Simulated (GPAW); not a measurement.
The system is Rh.

```
Rh
1.0
     0.00000    1.89785    1.89785
     1.89785    0.00000    1.89785
     1.89785    1.89785    0.00000
Rh
1
Direct
  0.00000 0.00000 0.00000
```

| Item | Value |
| --- | --- |
| Program | GPAW 26.7.0 |
| Task | relaxation of cell and atoms |
| Functional | PBEsol |
| Dispersion | D3 |
| Potentials or basis | PAW data sets generated in the run's folder for this functional |
| Cutoff | 600 eV |
| Basis | pw |
| k mesh | 12 × 12 × 12 |
| Occupations | fermi-dirac, width 0.05 eV |
| Spin | no spin polarisation |

At the start: pressure -8.1 GPa; volume 13.67 Å³/atom.

Q: Where does the relaxation end?

A: Over 3 steps the energy falls by 10.0 meV/atom and the volume is 13.29 Å³/atom (-2.8 %); space group Fm-3m (No. 225, to 0.05 Å).

Step by step:
```tsv
step	energy change (eV)	largest force (eV/Å)	pressure (GPa)	volume (Å³)
1	0.0000	0.0000	-8.10	13.67
2	-0.0100	0.0000	0.47	13.27
3	-0.0100	0.0000	-0.02	13.29
```

Final structure:
```xyz
1
Lattice="0.0000 1.8802 1.8802 1.8802 0.0000 1.8802 1.8802 1.8802 0.0000" Properties=species:S:1:pos:R:3 pbc="T T T"
Rh    0.0000    0.0000    0.0000
```

Caveat: later steps reuse the first step's grids; pairwise dispersion overbinds metals, which lowers pressure and volume.
